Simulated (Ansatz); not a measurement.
Crystal: SiC (Moissanite 6H).

```
CELL_PARAMETERS angstrom
3.09500 0.00000 0.00000
-1.54750 2.68035 0.00000
0.00000 0.00000 15.17000
ATOMIC_POSITIONS crystal
Si 0.66667 0.33333 0.45830
Si 0.33333 0.66667 0.95830
Si 0.66667 0.33333 0.79170
Si 0.33333 0.66667 0.29170
Si 0.00000 0.00000 0.62500
Si 0.00000 0.00000 0.12500
C 0.66667 0.33333 0.33330
C 0.33333 0.66667 0.83330
C 0.66667 0.33333 0.66670
C 0.33333 0.66667 0.16670
C 0.00000 0.00000 0.50000
C 0.00000 0.00000 0.00000
```

```yaml
Program: Ansatz 0.2.0
Task: relaxation of cell and atoms
Functional: RPBE
Dispersion: D4
Potentials_or_basis: Ansatz PAW
Cutoff: "420 eV (not typed: the program's choice for these potentials)"
k_mesh: 10 × 10 × 2
Occupations: fermi-dirac, width 0.05 eV
Spin: no spin polarisation
```

At the start: volume 10.49 Å³/atom.

Problem. Where does the relaxation end?

Solution. It ends after 8 steps and the volume is 10.18 Å³/atom (-3.0 %); space group P6_3mc (No. 186, to 0.05 Å).

The path:
| step | energy change (eV) | largest force (eV/Å) | volume (Å³) |
| --- | --- | --- | --- |
| 1 | 0.0000 | 0.1412 | 125.85 |
| 2 | -0.0620 | 0.0736 | 123.85 |
| 3 | -0.0808 | 0.0162 | 122.07 |
| 4 | -0.0808 | 0.0069 | 122.16 |
| 5 | -0.0808 | 0.0002 | 122.16 |
| 6 | -0.0761 | 0.0002 | 122.16 |
| 7 | -0.0762 | 0.0001 | 122.13 |
| 8 | -0.0761 | 0.0001 | 122.13 |

Final structure:
```
Si C
1.0
     3.06301    0.00000    0.00000
    -1.53150    2.65264    0.00000
     0.00000    0.00000   15.03069
Si C
6 6
Direct
  0.66667 0.33333 0.45829
  0.33333 0.66667 0.95829
  0.66667 0.33333 0.79183
  0.33333 0.66667 0.29183
  0.00000 0.00000 0.62502
  0.00000 0.00000 0.12502
  0.66667 0.33333 0.33332
  0.33333 0.66667 0.83332
  0.66667 0.33333 0.66686
  0.33333 0.66667 0.16686
  0.00000 0.00000 0.49969
  0.00000 0.00000 0.99969
```

Caveat: the plane-wave basis is chosen anew once the cell has moved, so the energies of steps on either side of that aren't comparable; the PAW data sets come from PBE, with cores solved anew for the run's functional, which leaves a small shift of forces and pressure.
